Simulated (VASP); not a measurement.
Set up this calculation in VASP 6.6.1, as the native input.

```
Task                   : single point
Functional             : PBE
Potentials or basis    : VASP PAW PBE potentials, release 64 (Sb, Ga_d)
Cutoff                 : 520 eV
k mesh                 : 8 × 8 × 8
Occupations            : gaussian, width 0.021 eV
Spin                   : no spin polarisation
Further INCAR settings : ALGO = Fast; EDIFF = 1e-07
```

The structure of GaSb lies in POSCAR:

```
GaSb
1.0
    0.0000000000      3.0590000000      3.0590000000
    3.0590000000      0.0000000000      3.0590000000
    3.0590000000      3.0590000000      0.0000000000
Sb Ga
1 1
Direct
    0.7500000000      0.7500000000      0.7500000000
    0.0000000000      0.0000000000      0.0000000000
```

One way to write it, as run:

INCAR

```
SYSTEM = GaSb
PREC = Accurate ; ENCUT = 520
EDIFF = 1E-7 ; ISMEAR = 0
SIGMA = 0.020999999999999998 ; LREAL = .False.
LASPH = .True. ; NELM = 60
ALGO = Fast ; ISIF = 2
LWAVE = .False. ; LCHARG = .False.
GGA = PE
```

KPOINTS

```
Automatic mesh
0
Gamma
  8 8 8
  0 0 0
```

Potentials or basis: VASP PAW PBE potentials, release 64 (Sb, Ga_d).

Launch:

```sh
$ cat potpaw_PBE.64/Sb/POTCAR potpaw_PBE.64/Ga_d/POTCAR > POTCAR
$ mpirun -np 1 vasp_std > vasp.out
```

Results of the run:

```json
{
 "Pressure": "2.4 GPa",
 "Band gap on the k mesh": "0.04 eV, direct"
}
```

Caveat: spin-orbit coupling is left out, which moves the levels of the heavy elements.

It took 13 s on 1 thread of Intel(R) Xeon(R) Platinum 8559C (Emerald Rapids), with other jobs on the host, peak memory 0.19 GiB.
